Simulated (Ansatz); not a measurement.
## Pb

```
Pb
1.0
     3.48000    0.00000    0.00000
    -1.74000    3.01377    0.00000
     0.00000    0.00000    5.59000
Pb
2
Direct
  0.33333 0.66667 0.25000
  0.66667 0.33333 0.75000
```

Atom numbers follow the list: Pb1, Pb2.

The cell is COD entry 1537623, as deposited and not checked against the literature; nothing was relaxed.

No spin–orbit coupling, which matters for the heavy atoms here.

Theory: DFT, PBE, all-electron LAPW, scalar-relativistic in Ansatz 0.2.0.

Numerical set-up: a Γ-centred 14×14×8 k mesh, Fermi–Dirac smearing of 0.08 eV, basis error target 0.5 meV/atom, no spin polarisation.

```json
{
 "Pressure at this cell": "4.07 GPa",
 "Band gap": "none: bands cross the Fermi level, a metal",
 "Stress xx, yy, zz (compression positive)": "3.43, 3.43, 5.35 GPa",
 "Density of states at the Fermi level (0.2 eV bin)": "0.98 states/eV per cell",
 "Volume per atom": "29.31 Å³"
}
```
